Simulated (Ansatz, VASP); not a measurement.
**Two plane-wave programs on SnTe**

```
Sn Te
1.0
    -0.01234    3.59096    3.58031
     3.63867   -0.02654    3.59451
     3.63941    3.60590   -0.02728
Sn Te
1 1
Direct
  0.99648 0.00167 0.00452
  0.75615 0.74740 0.75075
```

The cell comes from a database or a generator and needn't be the stable form of this composition.

Alike in both runs: task single point; functional PBEsol; k mesh 3 × 3 × 3; no spin polarisation.

|  | VASP | Ansatz |
| --- | --- | --- |
| version | VASP 6.6.1 | Ansatz 0.2.0 |
| potentials or method | VASP PAW PBE potentials, release 64 (Sn_d, Te) | plane waves, PAW |
| plane-wave cutoff (eV) | 520 | 540 |
| occupations | gaussian, width 0.01 eV | fixed |
| valence electrons in the cell | 20 | 30 |

```csv
,VASP,Ansatz,Ansatz less VASP
pressure (GPa),-2.3,-2.3,0.00
largest component of the traceless stress (GPa),0.09,0.09,-0.003
rms of the force components (eV/Å),0.043,0.043,-0.0002
```

Atom by atom the forces differ by 0.000 eV/Å (rms over components). The two sets of potentials don't hold the same shells in valence. Ansatz warned: «stress_scf_threshold_loose».

Caveats: the k mesh is coarse (spacing up to 0.50 Å⁻¹), so the values aren't converged; the PAW data sets were made with another functional, which shifts forces and pressure a little (VASP). A k mesh can miss the band edges.
